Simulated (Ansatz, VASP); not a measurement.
# One calculation of Si8O15 (a cell with a defect), two programs

```
Si O
1.0
    -0.25789    5.25627    5.86521
     5.14486   -0.07554    5.86521
     4.90106    5.33180    0.00000
Si O
8 15
Direct
  0.05672 0.04814 0.17345
  0.21146 0.60767 0.27555
  0.18715 0.92507 0.56497
  0.33537 0.20094 0.15784
  0.58043 0.53105 0.66078
  0.73357 0.08275 0.75712
  0.67820 0.44211 0.05807
  0.87284 0.68275 0.62370
  0.34373 0.69080 0.65243
  0.22913 0.43694 0.18504
  0.58086 0.44271 0.90648
  0.19346 0.18545 0.06277
  0.32153 0.06426 0.40840
  0.97178 0.01551 0.75380
  0.65965 0.31922 0.59633
  0.57216 0.09153 0.00156
  0.81802 0.20743 0.17250
  0.74169 0.92056 0.66542
  0.73629 0.65076 0.53387
  0.84458 0.54770 0.88154
  0.46107 0.54856 0.24253
  0.13380 0.84011 0.10257
  0.09386 0.92625 0.40811
```

Alike in both runs: functional LDA; k mesh 2 × 2 × 2; occupations gaussian, width 0.02 eV; no spin polarisation.

Ansatz relaxed the structure, and its values are those at the end. VASP's run is a single point on that final structure, the one shown.

|  | VASP | Ansatz |
| --- | --- | --- |
| version | VASP 6.6.1 | Ansatz 0.2.0 |
| potentials or method | VASP PAW LDA potentials, release 64 (Si, O) | scalar-relativistic, plane waves, PAW |
| plane-wave cutoff (eV) | 520 | 420 |
| valence electrons in the cell | 122 | 122 |

```tsv
	VASP	Ansatz	Ansatz less VASP
rms of the force components (eV/Å)	0.031	0.008	-0.0239
```

Ansatz warned: «pseudo_functional_mismatch».

Caveats: the k mesh is coarse (spacing up to 0.51 Å⁻¹), so the values aren't converged.
